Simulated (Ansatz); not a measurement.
The cell is Al2O3 (Pnnm) from a database structure; cell and atoms were relaxed with r2SCAN. The symmetry is Pnnm (No. 58, orthorhombic); a = 4.627 Å, b = 9.609 Å, c = 2.996 Å in the conventional setting, 13.32 Å³ an atom. Al is surrounded by 4 O at 1.67–1.80 Å; O is surrounded by 3 Al at 1.79–1.80 Å; O is surrounded by 2 Al at 1.67 Å.

```cif
data_structure
_symmetry_space_group_name_H-M 'Pnnm'
_symmetry_Int_Tables_number 58
_cell_length_a 4.6275
_cell_length_b 9.6088
_cell_length_c 2.9956
_cell_angle_alpha 90.000
_cell_angle_beta 90.000
_cell_angle_gamma 90.000
_cell_volume 133.20
loop_
_atom_site_label
_atom_site_type_symbol
_atom_site_symmetry_multiplicity
_atom_site_Wyckoff_symbol
_atom_site_fract_x
_atom_site_fract_y
_atom_site_fract_z
_atom_site_occupancy
Al1 Al 4 g 0.41480 0.33081 0.50000 1
O1 O 4 g 0.73242 0.22254 0.50000 1
O2 O 2 a 0.00000 0.00000 0.00000 1
```

The questions ask for values computed with the PAW code Ansatz on this geometry. Calculated for a static, non-magnetic cell.

Given (6×4×8 mesh): PBE gives a direct gap of 3.56 eV at Γ.

Q: What does r2SCAN give for the gap (6×4×8 mesh)?

A: With r2SCAN the gap is 4.12 eV and direct, at Γ. The gap differs by +0.56 eV from PBE's.

Q: Estimate the gap with HSE06 on 4×2×6.

A: The HSE06 gap is direct at Γ: 5.22 eV. The gap differs by +1.66 eV from PBE's.

Q: What does PBE0 give for the gap (4×2×6 mesh)?

A: The PBE0 gap is direct at Γ: 5.97 eV. The gap differs by +2.41 eV from PBE's.

Q: How strongly does the crystal screen a field with clamped ions (r2SCAN)?

A: The clamped-ion dielectric constant comes out as 2.37, 2.42 and 2.51 along x, y and z. Born charges, averaged over directions: Al +2.62, O -1.77 to -1.71 e.

Q: Relaxed again with PBEsol, is the cell stable at the zone centre, and where do its optical modes lie?

A: All optical modes at Γ are real, from 54 to 1160 cm⁻¹ without the longitudinal term; this says nothing of other wave vectors. With the long-range field the highest mode reaches 1173 cm⁻¹.

The meshes of the hybrids are coarse, so their gaps aren't converged to the digits shown.
